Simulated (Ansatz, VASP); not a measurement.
Two plane-wave programs on Ag

```
CELL_PARAMETERS angstrom
0.00000 3.10104 3.10104
3.10104 0.00000 3.10104
3.10104 3.10104 0.00000
ATOMIC_POSITIONS crystal
Ag 0.12500 0.12500 0.12500
Ag 0.87500 0.87500 0.87500
```

Alike in both runs: task single point; functional RPBE; k mesh 10 × 10 × 10; occupations fermi-dirac, width 0.1 eV; no spin polarisation.

```csv
,VASP,Ansatz
version,VASP 6.6.1,Ansatz 0.2.0
potentials or method,"VASP PAW PBE potentials, release 64 (Ag)","plane waves (420 eV) with PAW, scalar-relativistic"
plane-wave cutoff (eV),520,420
valence electrons in the cell,22,38
```

```csv
,VASP,Ansatz,Ansatz less VASP
pressure (GPa),2.3,2.3,+0.05
```

With one functional, cell and mesh, what is left measures potentials, basis and numerics. The two sets of potentials don't hold the same shells in valence.

Caveats: the PAW data sets were made with another functional, which shifts forces and pressure a little (VASP).
